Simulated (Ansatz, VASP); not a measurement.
# ZnS (Sphalerite) in two plane-wave programs, part 2 of 2

Wanted: the spread between two codes on one cell, functional and k mesh. The cell is taken from a series of VASP runs on this material, whose earlier steps may have relaxed, scaled or displaced it; both programs get it as it stands.

VASP 6.6.1 and Ansatz 0.2.0.

So far: Starting point; Ansatz: elastic constants, LDA.

## Step 3: VASP: elastic constants, LDA

Level of this step: LDA; plane waves and PAW (Zn, S) (VASP).

The same cell, functional (in two slightly different forms), mesh and smearing now go to VASP, with its own data sets and cutoff.

Lines of VASP's logs that name or quote its potential files are left out, and so is its time.

The input, INCAR:

```
SYSTEM = ZnS
PREC = Accurate
ENCUT = 700
EDIFF = 1E-08
NELM = 100
ISMEAR = 0
SIGMA = 0.03
LREAL = .FALSE.
ALGO = Normal
GGA = CA
NBANDS = 15
LORBIT = 11
LWAVE = .FALSE.
LCHARG = .FALSE.
KPAR = 4
IBRION = 6
NFREE = 2
POTIM = 0.015
ISIF = 3
NSW = 1
```

The input, POSCAR:

```
ZnS
1.0
    0.0000000000      2.6509680337      2.6509680337
    2.6509680337      0.0000000000      2.6509680337
    2.6509680337      2.6509680337      0.0000000000
Zn S
1 1
Direct
    0.0000000000      0.0000000000      0.0000000000
    0.7500000000      0.7500000000      0.7500000000
```

The input, KPOINTS:

```
Automatic mesh
0
Gamma
8 8 8
0 0 0
```

PAW data sets: Zn and S (LDA family, release 64).

Command:

```sh
$ mpirun -np 4 vasp_std
```

Numbers of over 12 decimals in the logs are rounded to 6 here.

Output:

```text
[banner, memory and clock lines left out]
running    4 mpi-ranks, on    1 nodes
 distrk:  each k-point on    1 cores,    4 groups
 distr:  one band on    1 cores,    1 groups

 POSCAR found type information on POSCAR ZnS
 POSCAR found :  2 types and       2 ions
 LDA part: xc-table for (Slater(with rela. corr.)+CA(PZ))
 , standard interpolation
 POSCAR, INCAR and KPOINTS ok, starting setup
 FFT: planning ... GRIDC
 FFT: planning ... GRID_SOFT
 FFT: planning ... GRID
 WAVECAR not read
 entering main loop
       N       E                     dE             d eps       ncg     rms          rms(c)
DAV:   1     0.101942126804E+03    0.10194E+03   -0.10693E+04   870   0.180E+03
DAV:   2    -0.144667424777E+01   -0.10339E+03   -0.96552E+02   975   0.318E+02
DAV:   3    -0.855920231593E+01   -0.71125E+01   -0.70726E+01  1101   0.767E+01
DAV:   4    -0.864486593435E+01   -0.85664E-01   -0.85642E-01  1038   0.863E+00
DAV:   5    -0.864590189713E+01   -0.10360E-02   -0.10359E-02  1129   0.913E-01    0.763E+00
DAV:   6    -0.824399966593E+01    0.40190E+00   -0.80956E-01  1299   0.340E+01    0.585E+00
DAV:   7    -0.821456840460E+01    0.29431E-01   -0.25134E-01  1038   0.542E+00    0.276E+00
DAV:   8    -0.820845789229E+01    0.61105E-02   -0.57029E-03  1272   0.131E+00    0.629E-01
DAV:   9    -0.820790471942E+01    0.55317E-03   -0.12089E-03  1010   0.270E-01    0.843E-02
DAV:  10    -0.820792034114E+01   -0.15622E-04   -0.88189E-05  1059   0.896E-02    0.216E-02
DAV:  11    -0.820791677989E+01    0.35612E-05   -0.11250E-05  1319   0.714E-02    0.400E-03
DAV:  12    -0.820791691197E+01   -0.13208E-06   -0.13605E-06  1094   0.115E-02    0.149E-03
DAV:  13    -0.820791691392E+01   -0.19413E-08   -0.43331E-08  1073   0.170E-03
   1 F= -.82079169E+01 E0= -.82079169E+01  d E =-.581238E-11
[... from here on, the cycles between the ionic steps are left out ...]
   2 F= -.82049559E+01 E0= -.82049559E+01  d E =-.236058E-18
   3 F= -.82047794E+01 E0= -.82047794E+01  d E =-.361649E-22
   9 F= -.82058048E+01 E0= -.82058048E+01  d E =-.787382E-17
  10 F= -.82058048E+01 E0= -.82058048E+01  d E =-.787515E-17
  11 F= -.82058048E+01 E0= -.82058048E+01  d E =-.788165E-17
  12 F= -.82058048E+01 E0= -.82058048E+01  d E =-.787410E-17
  13 F= -.82058048E+01 E0= -.82058048E+01  d E =-.787739E-17
  14 F= -.82071676E+01 E0= -.82071676E+01  d E =-.565419E-11
  15 F= -.82071676E+01 E0= -.82071676E+01  d E =-.565287E-11
  16 F= -.82071642E+01 E0= -.82071642E+01  d E =-.565742E-11
 Finite differences progress:
  Degree of freedom:   8/  8
  Displacement:        1/  2
  Total:              15/ 16
 bond charge predicted
       N       E                     dE             d eps       ncg     rms          rms(c)
DAV:   1    -0.820371943613E+01    0.34448E-02   -0.52001E-01  2857   0.374E+00    0.312E-01
DAV:   2    -0.820732726517E+01   -0.36078E-02   -0.39385E-02  3382   0.142E+00    0.119E-01
DAV:   3    -0.820719251913E+01    0.13475E-03   -0.35800E-04  3557   0.168E-01    0.627E-02
DAV:   4    -0.820716478715E+01    0.27732E-04   -0.13182E-04  3305   0.886E-02    0.155E-02
DAV:   5    -0.820716467772E+01    0.10943E-06   -0.34255E-05  3249   0.492E-02    0.168E-02
DAV:   6    -0.820716422815E+01    0.44957E-06   -0.26936E-06  3515   0.144E-02    0.881E-03
DAV:   7    -0.820716425885E+01   -0.30701E-07   -0.42490E-07  3466   0.507E-03    0.233E-03
DAV:   8    -0.820716419877E+01    0.60074E-07   -0.14737E-07  3571   0.269E-03    0.180E-03
DAV:   9    -0.820716420073E+01   -0.19550E-08   -0.25753E-08  3088   0.108E-03
  17 F= -.82071642E+01 E0= -.82071642E+01  d E =-.565033E-11
 Finite differences progress:
  Degree of freedom:   8/  8
  Displacement:        2/  2
  Total:              16/ 16
```

Parts of OUTCAR (step 3):

```text
ion  position               nearest neighbor table
   1  0.000  0.000  0.000-   2 2.30   2 2.30   2 2.30   2 2.30
   2  0.750  0.750  0.750-   1 2.30   1 2.30   1 2.30   1 2.30

  LATTYP: Found a face centered cubic cell.
 ALAT       =     5.3019360674

 Subroutine GETGRP returns: Found 24 space group operations
 (whereof 24 operations were pure point group operations)

The static configuration has the point symmetry T_d .

 Found     29 irreducible k-points:

   k-points           NKPTS =     29   k-points in BZ     NKDIM =     29   number of bands    NBANDS=     15

   dimension x,y,z NGX =    32 NGY =   32 NGZ =   32
   dimension x,y,z NGXF=    64 NGYF=   64 NGZF=   64

   ENCUT  =  700.0 eV  51.45 Ry    7.17 a.u.   8.09  8.09  8.09*2*pi/ulx,y,z

   NELECT =      18.0000    total number of electrons

 k-points in reciprocal lattice and weights: Automatic mesh
   0.00000000  0.00000000  0.00000000       0.002
   0.12500000  0.00000000  0.00000000       0.016
   0.25000000  0.00000000  0.00000000       0.016
   0.37500000  0.00000000  0.00000000       0.016
   0.50000000  0.00000000  0.00000000       0.008
   0.12500000  0.12500000  0.00000000       0.012
   0.25000000  0.12500000  0.00000000       0.047
   0.37500000  0.12500000  0.00000000       0.047
   0.50000000  0.12500000  0.00000000       0.047
[...]
-0.37500000  0.50000000  0.12500000       0.023
  -0.25000000  0.50000000  0.25000000       0.012

 average (electrostatic) potential at core
       1 -37.0691       2 -88.7788

 E-fermi :   2.6153

 k-point     1 :       0.0000    0.0000    0.0000
  band No.  band energies     occupation
    ...
      5      -3.7118      2.00000
      6      -3.7117      2.00000
      7       2.4693      2.00000
      8       2.4839      2.00000
      9       2.4968      2.00000
     10       4.6309      0.00000
     11       8.6877      0.00000
     12       8.6948      0.00000
     13       8.7036      0.00000
     14      14.3053      0.00000
    ...

 k-point     2 :       0.1250    0.0000    0.0000
  band No.  band energies     occupation
    ...
      5      -3.7139      2.00000
      6      -3.7134      2.00000
      7       1.2946      2.00000
      8       2.3023      2.00000
      9       2.3257      2.00000
     10       5.4679      0.00000
     11       8.6228      0.00000
     12       8.9597      0.00000
     13       8.9817      0.00000
     14      13.6440      0.00000
    ...

 k-point     3 :       0.2500    0.0000    0.0000
  band No.  band energies     occupation
    ...
      5      -3.7106      2.00000
      6      -3.7090      2.00000
      7      -0.5492      2.00000
      8       1.9430      2.00000
      9       1.9759      2.00000
     10       5.9280      0.00000
     11       9.3257      0.00000
     12       9.3816      0.00000
     13       9.3859      0.00000
     14      13.4216      0.00000
    ...

  Total        0.0036370      0.0058870      0.0058870      0.0000000     -0.1009622      0.0000000
  in kB        0.1563896      0.2531403      0.2531403      0.0000000     -4.3413629      0.0000000
  external PRESSURE =       0.2208901 kB  Pullay stress =       0.0000000 kB

  energy-cutoff  :      700.00
  volume of cell :       37.26
      direct lattice vectors                 reciprocal lattice vectors
     0.000000000  2.650968034  2.650968034    -0.188610347  0.188610347  0.188610347
     2.650968034  0.000000000  2.650968034     0.188610347 -0.188610347  0.188610347
     2.650968034  2.650968034  0.000000000     0.188610347  0.188610347 -0.188610347

 POSITION                                       TOTAL-FORCE (eV/Angst)
 -----------------------------------------------------------------------------------
      0.00000      0.00000      0.00000        -0.100416     -0.000000     -0.000000
      3.96145      3.97645      3.97645         0.100416      0.000000      0.000000
 -----------------------------------------------------------------------------------
    total drift:                               -0.000053      0.000000      0.000000

  FREE ENERGIE OF THE ION-ELECTRON SYSTEM (eV)
  ---------------------------------------------------
  free  energy   TOTEN  =        -8.2071642007 eV

  energy  without entropy=       -8.2071642007  energy(sigma->0) =       -8.20716420

  SYMMETRIZED ELASTIC MODULI (kBar)
 Direction    XX          YY          ZZ          XY          YZ          ZX
 --------------------------------------------------------------------------------
 XX        1164.7763    712.7022    712.7022     -0.0000     -0.0000     -0.0000
 YY         712.7022   1164.7763    712.7022     -0.0000     -0.0000     -0.0000
 ZZ         712.7022    712.7022   1164.7763      0.0000     -0.0000      0.0000
 XY          -0.0000     -0.0000      0.0000    809.3825      0.0000      0.0000
 YZ          -0.0000     -0.0000     -0.0000      0.0000    809.3825      0.0000
 ZX          -0.0000     -0.0000      0.0000      0.0000      0.0000    809.3825
 --------------------------------------------------------------------------------

 Eigenvectors and eigenvalues of the dynamical matrix
 ----------------------------------------------------

   1 f  =    8.716442 THz    54.767020 2PiTHz  290.749206 cm-1    36.048291 meV
             X         Y         Z           dx          dy          dz
      0.000000  0.000000  0.000000    -0.000000   -0.573113   -0.000000
      3.976452  3.976452  3.976452     0.000000    0.819476    0.000000

   2 f  =    8.716442 THz    54.767020 2PiTHz  290.749206 cm-1    36.048291 meV
             X         Y         Z           dx          dy          dz
      0.000000  0.000000  0.000000     0.000000    0.000000   -0.573113
      3.976452  3.976452  3.976452     0.000000   -0.000000    0.819476

   3 f  =    8.716442 THz    54.767020 2PiTHz  290.749206 cm-1    36.048291 meV
             X         Y         Z           dx          dy          dz
      0.000000  0.000000  0.000000     0.573113    0.000000    0.000000
      3.976452  3.976452  3.976452    -0.819476    0.000000    0.000000

   4 f/i=    0.005308 THz     0.033349 2PiTHz    0.177043 cm-1     0.021951 meV
             X         Y         Z           dx          dy          dz
      0.000000  0.000000  0.000000     0.002442    0.202328   -0.794103
      3.976452  3.976452  3.976452     0.001708    0.141501   -0.555367

   5 f/i=    0.005308 THz     0.033349 2PiTHz    0.177043 cm-1     0.021951 meV
             X         Y         Z           dx          dy          dz
      0.000000  0.000000  0.000000     0.063606    0.791664    0.201902
      3.976452  3.976452  3.976452     0.044483    0.553662    0.141203

   6 f/i=    0.005308 THz     0.033349 2PiTHz    0.177043 cm-1     0.021951 meV
             X         Y         Z           dx          dy          dz
      0.000000  0.000000  0.000000     0.817001   -0.062238   -0.013345
      3.976452  3.976452  3.976452     0.571381   -0.043527   -0.009333

 ELASTIC MODULI CONTR FROM IONIC RELAXATION (kBar)
 Direction    XX          YY          ZZ          XY          YZ          ZX
 --------------------------------------------------------------------------------
 XX          -0.0000      0.0000      0.0000      0.0000     -0.0000      0.0000
 YY           0.0000     -0.0000     -0.0000      0.0000      0.0000      0.0000
 ZZ           0.0000     -0.0000     -0.0000     -0.0000      0.0000      0.0000
 XY           0.0000      0.0000     -0.0000   -291.0614      0.0000      0.0000
 YZ          -0.0000      0.0000      0.0000      0.0000   -291.0614      0.0000
 ZX           0.0000      0.0000      0.0000      0.0000      0.0000   -291.0614
 --------------------------------------------------------------------------------

 TOTAL ELASTIC MODULI (kBar)
 Direction    XX          YY          ZZ          XY          YZ          ZX
 --------------------------------------------------------------------------------
 XX        1164.7763    712.7022    712.7022     -0.0000     -0.0000      0.0000
 YY         712.7022   1164.7763    712.7022     -0.0000     -0.0000     -0.0000
 ZZ         712.7022    712.7022   1164.7763      0.0000     -0.0000      0.0000
 XY          -0.0000     -0.0000      0.0000    518.3212      0.0000      0.0000
 YZ          -0.0000     -0.0000     -0.0000      0.0000    518.3212      0.0000
 ZX           0.0000     -0.0000      0.0000      0.0000      0.0000    518.3212
 --------------------------------------------------------------------------------

 total charge
# of ion       s       p       d       tot
------------------------------------------
    1        0.549   0.539   9.806  10.894
    2        1.312   2.441   0.000   3.753
--------------------------------------------------
tot          1.861   2.980   9.806  14.647

[... 3 further parts left out ...]
```

CONTCAR:

```
ZnS
   1.00000000000000
     0.0000000000000000    2.6509680336999999    2.6509680336999999
     2.6509680336999999    0.0000000000000000    2.6509680336999999
     2.6509680336999999    2.6509680336999999    0.0000000000000000
  Zn              S
     1     1
Direct
     0.0000000000000000    0.0000000000000000    0.0000000000000000
     0.7528291552009144    0.7471708447990856    0.7471708447990855
```

## Step 4: Comparison

Known differences besides the potentials themselves: the two LDA forms differ slightly; the cutoff is 420 eV in Ansatz and 700 eV in VASP; VASP's log shows a relativistic correction to its local exchange, Ansatz's none. Total energies have different zeros and are not compared.

Both answers:

| quantity | Ansatz | VASP | difference |
| --- | --- | --- | --- |
| C11 (GPa) | 115.7 | 116.5 | -0.65 % |
| C22 (GPa) | 115.7 | 116.5 | -0.65 % |
| C33 (GPa) | 115.7 | 116.5 | -0.65 % |
| C12 (GPa) | 70.2 | 71.3 | -1.47 % |
| C13 (GPa) | 70.2 | 71.3 | -1.47 % |
| C23 (GPa) | 70.2 | 71.3 | -1.47 % |
| C44 (GPa) | 52.0 | 51.8 | +0.39 % |
| C55 (GPa) | 52.0 | 51.8 | +0.39 % |
| C66 (GPa) | 52.0 | 51.8 | +0.39 % |

## Step 5: Outcome

| Item | Value |
| --- | --- |
| difference in C12 (elastic constants, LDA) | -1.5 % |

In words: The difference in C12 is -1.5 % (elastic constants, LDA), within the 5 % picked in this series as the mark of a large difference. Such differences can come from data sets, numerical settings and the points named under the comparisons, not from the functional's error against experiment.

[Lines on the potential files, build, host, timing and source positions are cut from VASP's logs without a mark.]

[Logs are printed without paths, hosts, clocks, repeated set-up lines and the standing remarks that a program may print on its own settings, such as how far it seeks lower states.]

[Hosts, paths, dates, database ids (printed as entryN), source tags and the programs' standing remarks are cut or masked in the printed files.]
